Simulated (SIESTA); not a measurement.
The system is PbO2.

```
Pb O
1.0
     0.00000    2.70199    2.70199
     2.70199    0.00000    2.70199
     2.70199    2.70199    0.00000
Pb O
1 2
Cartesian
  0.0000 0.0000 0.0000
  4.0530 4.0530 4.0530
  1.3510 1.3510 1.3510
```

The cell comes from a database or a generator and needn't be the stable form of this composition.

```yaml
Program: SIESTA 5.4.2
Task: single point
Functional: PBE
Potentials_or_basis: PseudoDojo 0.4 standard (PBE files)
Basis: DZP (energy shift 0.003 Ry; two zetas on semicore shells)
Grid_cutoff: 800 Ry
Energy_shift: 0.003 Ry
k_mesh: 9 × 9 × 9
Occupations: fermi-dirac, width 0.05 eV
Spin: no spin polarisation
```

On this cell: pressure 4.6 GPa; largest force zero by symmetry; band gap on the k mesh none (metal or under the smearing width).

The same run follows on a disturbed copy (atoms moved at random, drawn with an rms of 0.05 Å):

```
CELL_PARAMETERS angstrom
0.00000 2.70199 2.70199
2.70199 0.00000 2.70199
2.70199 2.70199 0.00000
ATOMIC_POSITIONS crystal
Pb 0.99611 0.00198 0.00536
O 0.74542 0.74686 0.74195
O 0.23800 0.27224 0.24122
```

Problem. What does the disturbed cell give?

Solution. The energy (extrapolated to zero smearing) moves by +10.8 meV/atom; pressure 4.9 GPa; largest force 0.592 eV/Å; band gap on the k mesh none (metal or under the smearing width).

Forces on the atoms (eV/Å):
```
Pb  -0.097 -0.421  0.137
O    0.439  0.071  0.199
O   -0.343  0.348 -0.334
```

Stress tensor (GPa, compression positive):
```
 5.08 -0.56  0.22
-0.56  4.78 -1.02
 0.22 -1.02  4.92
```

Caveats: the basis of atomic orbitals isn't converged, which shifts pressures, moduli and gaps.
